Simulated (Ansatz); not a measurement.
PbO2, 6 atoms in the cell. It takes space group P4_2/mnm (No. 136, tetragonal). Conventional cell: a = 4.995 Å, b = 4.995 Å, c = 3.409 Å, α = 90.00°, β = 90.00°, γ = 90.00°. Pb (site symmetry mmm) has 6 O at 2.17 to 2.18 Å as nearest neighbours. Around O (site symmetry m2m) lie 3 Pb at 2.17 to 2.18 Å. The cell is a database's computed one.

| Quantity | Value |
| --- | --- |
| Program | Ansatz 0.2.0 |
| Task | band structure |
| Functional | LDA |
| Potentials or basis | Ansatz PAW |
| Cutoff | 420 eV (not typed: the program's choice for these potentials) |
| k mesh | 6 × 6 × 8 |
| Occupations | fermi-dirac, width 0.05 eV |
| Spin | no spin polarisation |
| Path | [["G", "X", "M", "G", "Z", "R", "A", "Z"], ["X", "R"], ["M", "A"]] |
| Points for each segment of the path | 14 |

Potentials or basis: Ansatz PAW.

Run with:

```sh
$ ansatz run input.yaml --threads 2 --pin off --max-ram 5632MiB --backend cpu --events-out ev --progress --plain --runs-dir out
```

Hardware: 2 threads of Intel(R) Xeon(R) Processor @ 2.50GHz (Skylake/Cascade Lake), on a shared host.

**Question.** How long does it take, and how much memory?

**Answer.** Wall time 25 s on 2 threads of Intel(R) Xeon(R) Processor @ 2.50GHz (Skylake/Cascade Lake), with other jobs on the host, peak memory 0.48 GiB. Counts: scf iterations 8, plane waves 1663, k points 50, bands 41.
